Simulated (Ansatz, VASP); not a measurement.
# InPd: VASP beside Ansatz

```
In Pd
1.0
     3.20566    0.00000    0.00000
     0.00000    3.20566    0.00000
     0.00000    0.00000    3.20566
In Pd
1 1
Direct
  0.00000 0.00000 0.00000
  0.50000 0.50000 0.50000
```

Change from the starting cell: volume scaled by 0.9405.

Alike in both runs: task single point; functional LDA; k mesh 13 × 13 × 13; occupations fermi-dirac, width 0.03 eV; no spin polarisation.

|  | VASP | Ansatz |
| --- | --- | --- |
| version | VASP 6.6.1 | Ansatz 0.2.0 |
| potentials or method | VASP PAW LDA potentials, release 64 (In_d, Pd), cutoff 520 eV | all-electron LAPW, scalar-relativistic |

```tsv
	VASP	Ansatz	Ansatz less VASP
pressure (GPa)	1.8	1.3	-0.49
```

Ansatz ran all-electron here, so the differences hold the error of VASP's frozen core and of both bases.
